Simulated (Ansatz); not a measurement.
# CdI2-type TiTe2

Level of theory: DFT, r²SCAN, scalar-relativistic, no spin polarisation; plane waves to 500 eV with PAW datasets (Ansatz 0.2.0), 10×10×6 k-mesh, Gaussian smearing of 0.05 eV; PAW files: Ansatz's generated set soft_2.

```
Ti Te
1.0
     3.81516    0.00000    0.00000
    -1.90758    3.30402    0.00000
     0.00000    0.00000    6.76799
Ti Te
1 2
Direct
  0.00000 0.00000 0.00000
  0.33333 0.66667 0.24920
  0.66667 0.33333 0.75080
```

The start was a prototype's sites filled with these elements; the Crystallography Open Database holds the compound in this structure.

The cell above was scaled in volume, and shape and atoms were relaxed at each volume within its symmetry. Energies are counted from the cell above.

At this volume the pressure is 0.06 GPa.

```
V (Å³/atom)  ΔE (meV/atom)  P (GPa)
      27.30            3.9     1.06
      27.87            1.0     0.51
      28.44            0.0     0.06
      29.01            0.3    -0.12
      29.58            1.1    -0.35
      30.43            3.7    -0.60
```

Question: Can a bulk modulus be trusted from these points?

Answer: No. The energies are smooth (scatter 0.06 meV/atom), but the fit's B0′ of 16.8 is out of the usual range: the curve is too flat or too lopsided over this range, as for soft or weakly bound crystals, and a third-order form can't fix it.

Scalar-relativistic only: spin–orbit splittings of the heavy atoms' levels are missing. The structure is layered, and this functional has no dispersion term, so the layers' spacing is poorly fixed, often too long, and so is what hangs on it. The run is a metal.
